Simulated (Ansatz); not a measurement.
Bulk crystal (CuO) after relaxation:

```
CELL_PARAMETERS angstrom
2.08215 -2.08794 0.00000
2.08215 2.08794 0.00000
0.00000 0.00000 5.15126
ATOMIC_POSITIONS crystal
Cu 0.00000 0.50000 0.00000
Cu 0.50000 0.00000 0.50000
O 0.50000 0.50000 0.25000
O 0.50000 0.50000 0.75000
```

Miller indices refer to the conventional cell of Cccm (No. 66), a = 4.164 Å, b = 4.176 Å, c = 5.151 Å, α = 90.00°, β = 90.00°, γ = 90.00°.

Theory: DFT PBE, scalar-relativistic, plane waves, PAW in Ansatz. Cutoff 420 eV, Gaussian smearing of 0.10 eV, no spin polarisation. A dipole correction acts along the normal.

A relaxed slab with low-index faces, about a nanometre thick, has these properties:

```json
{
  "Surface energy (mean of both faces)": "2.28 J/m²",
  "Work function": "4.51 eV (top), 8.23 eV (bottom)",
  "Dipole of the slab along +c, per cell": "0.18 e·Å"
}
```

Q: Which low-index plane was cut, and which atoms end it?

A: The (001) plane, with Cu in the top plane and O in the bottom one as cut, before relaxation. The planes from bottom to top: O, Cu, O, Cu, O, Cu, O, Cu, O, Cu, O, Cu.

Spin polarisation was left out, and a magnetic state may lie lower.

The reference crystal is a form of CuO, which isn't its usual structure.